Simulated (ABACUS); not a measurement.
Runs of ABACUS 3.10.1 on Pb. It takes space group Fm-3m (No. 225, cubic). The conventional cell has a = 4.950 Å, b = 4.950 Å, c = 4.950 Å, α = 90.00°, β = 90.00°, γ = 90.00°. Around Pb (site symmetry m-3m) lie 12 Pb at 3.50 Å. 

```csv
task,level,potentials or basis,cell,k mesh,cutoff (eV),max steps of the relaxation,force threshold,optimiser,stress threshold,radial cutoff of the potentials (pseudo_rcut),gap on the mesh (eV),pressure (GPa),relaxed volume (Å³/atom)
relaxation of cell and atoms,revPBE,"GBRV ultrasoft 1.5 PBE, plane waves",relaxed,7 × 7 × 7,544,60,0.02 eV/Å,cg,1 kbar,10 bohr,none,0.0,33.06
single point,PBE,"PseudoDojo NC SR 0.4.1 PBE standard, TZDP LCAO (the cutoffs set its grid)",as given,9 × 9 × 9,1361,-,-,-,-,10 bohr,none,(a),-
single point,PBE,"PseudoDojo NC SR 0.4.1 PBE standard, DZP LCAO (the cutoffs set its grid)",as given,9 × 9 × 9,1361,-,-,-,-,10 bohr,none,(c),-
relaxation of cell and atoms,LDA-PW92,"PseudoDojo NC SR 0.4.1 LDA stringent, plane waves",relaxed,7 × 7 × 7,1211,60,0.01 eV/Å,cg,1 kbar,10 bohr,none,0.0,(b)
single point,RPBE,"GBRV ultrasoft 1.5 PBE, plane waves",as given,7 × 7 × 7,544,-,-,-,-,10 bohr,none,4.3,-
relaxation of cell and atoms,PBE,"Ansatz NC PBE, plane waves",relaxed,7 × 7 × 7,857,60,0.01 eV/Å,cg,1 kbar,10 bohr,none,0.0,32.30
relaxation of cell and atoms,B86bPBE,"SG15 ONCV 1.2 PBE, plane waves",relaxed,7 × 7 × 7,857,-,0.02 eV/Å,ASE BFGS,-,10 bohr,none,0.0,32.60
single point,r2SCAN,"SG15 ONCV 1.2 PBE, DZP LCAO (the cutoffs set its grid)",as given,7 × 7 × 7,1361,-,-,-,-,10 bohr,none,1.4,-
```

Alike in all rows: no spin polarisation; smearing fermi-dirac 0.05 eV.

Question: Fill in the values left out.

Answer: (a) 2.6; (b) 29.34; (c) 4.0.

Caveats: the potentials were made for another functional, which shifts forces and pressure (some runs); the atomic orbitals were generated for these runs and aren't a published set (some runs); the basis of atomic orbitals isn't converged, which shifts pressures, moduli and gaps (some runs).

A k mesh can miss the band edges, and the runs leave out spin-orbit coupling on Pb.

A gap of «none» marks a metal or a gap under the smearing width.

Not every run made on this cell is shown here.
